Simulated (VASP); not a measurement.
A run of VASP 6.6.1:

INCAR

```
SYSTEM = Sb
  PREC = Accurate
  ENCUT = 520
  EDIFF = 1E-6
  ISMEAR = 0
  SIGMA = 0.1
  LREAL = .False.
  LASPH = .True.
  NELM = 100
  ALGO = Normal
  ISIF = 2
  LWAVE = .False.
  LCHARG = .True.
  GGA = PE
  LELF = .True.
  LVHAR = .True.
  NBANDS = 8
```

KPOINTS

```
regular mesh
0
Gamma
  16 16 16
  0 0 0
```

Contents of POSCAR:

```
Sb
1.0
   -1.8034112121      1.8034112121      1.8034112121
    1.8034112121     -1.8034112121      1.8034112121
    1.8034112121      1.8034112121     -1.8034112121
Sb
1
Direct
    0.0000000000      0.0000000000      0.0000000000
```

Potentials or basis: VASP PAW PBE potentials, release 64 (Sb).

Command:

```bash
$ cat potpaw_PBE.64/Sb/POTCAR > POTCAR
$ mpirun -np 1 vasp_std > vasp.out
```

Hardware: 1 thread of Intel(R) Xeon(R) Platinum 8259CL CPU @ 2.50GHz (Skylake/Cascade Lake), on a shared host.

Q: Estimate the wall time of this run.

A: Run time: 16 s on 1 thread of Intel(R) Xeon(R) Platinum 8259CL CPU @ 2.50GHz (Skylake/Cascade Lake), with other jobs on the host, peak memory 0.15 GiB. Counts: scf iterations 9, k points 145.
